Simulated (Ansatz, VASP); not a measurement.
Two plane-wave programs on Tl

File INCAR:

```
SYSTEM = Tl
  ALGO = Fast
  EDIFF = 1E-6
  ENCUT = 520
  GGA = PS
  ISIF = 2
  ISMEAR = 0
  LASPH = .True.
  LCHARG = .False.
  LREAL = .False.
  LWAVE = .False.
  NBANDS = 20
  NELM = 100
  PREC = Accurate
  SIGMA = 0.1
```

Contents of KPOINTS:

```
k-points
0
Gamma
  15 15 8
  0 0 0
```

The input POSCAR:

```
Tl
1.0
    3.6023253269      0.0000000000      0.0000000000
   -1.8011626635      3.1197052458      0.0000000000
    0.0000000000      0.0000000000      5.6760535000
Tl
2
Direct
    0.3333333333      0.6666666667      0.2500000000
    0.6666666667      0.3333333333      0.7500000000
```

Input for Ansatz:

```yaml
crystal:
  lattice:
    - [3.6023253269, 0.0, 0.0]
    - [-1.8011626635, 3.1197052458, 0.0]
    - [0.0, 0.0, 5.6760535]
  atoms:
    - { symbol: Tl, position: [0.3333333333, 0.6666666667, 0.25] }
    - { symbol: Tl, position: [0.6666666667, 0.3333333333, 0.75] }
basis:
  ecutwfc: 420
kpoints:
  mp_grid: { grid: [15, 15, 8] }
hamiltonian:
  xc: pbesol
scf:
  occupations: { method: gaussian, width: 0.1 }
output:
  forces: true
  stress: true
  eigenvalues: true
```

Alike in both runs: task single point; functional PBEsol; k mesh 15 × 15 × 8; occupations gaussian, width 0.1 eV; no spin polarisation.

|  | VASP | Ansatz |
| --- | --- | --- |
| version | VASP 6.6.1 | Ansatz 0.2.0 |
| potentials or method | VASP PAW PBE potentials, release 64 (Tl_d) | scalar-relativistic, plane waves, PAW |
| plane-wave cutoff (eV) | 520 | 420 |
| valence electrons in the cell | 26 | 26 |

```csv
,VASP,Ansatz,Ansatz less VASP
gap on the k mesh at the Fermi level (eV),none,none,-
pressure (GPa),-3.0,-3.0,+0.06
largest component of the traceless stress (GPa),0.33,0.33,-0.003
```

A gap of «none» marks a metal or a gap that the smearing closes. The functional is the same, so the differences come from potentials, cutoffs and numerics.

Caveats: the PAW data sets were made with another functional, which shifts forces and pressure a little (VASP). The runs have no spin-orbit coupling, so splittings on Tl are missing.
